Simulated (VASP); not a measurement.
## PtSe2 (strained 1T (CdI2) bulk): one PBE single-point calculation in two programs

```yaml
crystal:
  lattice:
    - [3.84051, 0.00000, 0.00000]
    - [-1.92025, 3.32598, 0.00000]
    - [0.00000, 0.00000, 4.93043]
  atoms:
    - { symbol: Pt, position: [0.00000, 0.00000, 0.00000] }
    - { symbol: Se, position: [0.33333, 0.66667, 0.25158] }
    - { symbol: Se, position: [0.66667, 0.33333, 0.74842] }
```

Each program uses its own PAW datasets. VASP's cell holds 22 valence electrons and Ansatz's 50. Ansatz's stress includes a Pulay correction; VASP's doesn't.

Cutoffs: 520 eV in VASP, 420 eV in Ansatz. k meshes: 12×12×6 and 12×12×6.

```json
{"": "gap between bands v and c", "VASP": "-0.77 eV (bands overlap: a metal)", "Ansatz": "-0.76 eV (bands overlap: a metal)"}
{"": "least direct gap", "VASP": "0.09 eV", "Ansatz": "0.10 eV"}
{"": "pressure", "VASP": "0.5 GPa", "Ansatz": "0.5 GPa"}
{"": "largest force", "VASP": "0.16 eV/Å", "Ansatz": "0.15 eV/Å"}
```

Band v is the last that the valence electrons fill when counted band by band, and c is the next. Levels in eV from the top of v, Ansatz:

```csv
point,v−1,v,c,c+1
Γ,-1.65,0.00,0.70,0.70
M,-3.82,-3.37,0.03,1.75
K,-2.33,-2.33,-0.54,-0.54
A,-2.15,-2.15,1.62,1.62
L,-3.35,-1.67,0.31,0.71
H,-2.94,-2.94,1.49,1.49
```

VASP:

| point | v−1 | v | c | c+1 |
| --- | --- | --- | --- | --- |
| Γ | -1.65 | 0.00 | 0.69 | 0.69 |
| M | -3.82 | -3.38 | 0.02 | 1.74 |
| K | -2.33 | -2.33 | -0.54 | -0.54 |
| A | -2.15 | -2.15 | 1.61 | 1.61 |
| L | -3.35 | -1.67 | 0.31 | 0.69 |
| H | -2.95 | -2.95 | 1.48 | 1.48 |

Forces (eV/Å), VASP:

| atom | Fx | Fy | Fz |
| --- | --- | --- | --- |
| Pt | 0.000 | 0.000 | 0.000 |
| Se | 0.000 | 0.000 | 0.158 |
| Se | 0.000 | 0.000 | -0.158 |

Ansatz:

```
atom     Fx     Fy      Fz
  Pt  0.000  0.000   0.000
  Se  0.000  0.000   0.154
  Se  0.000  0.000  -0.154
```
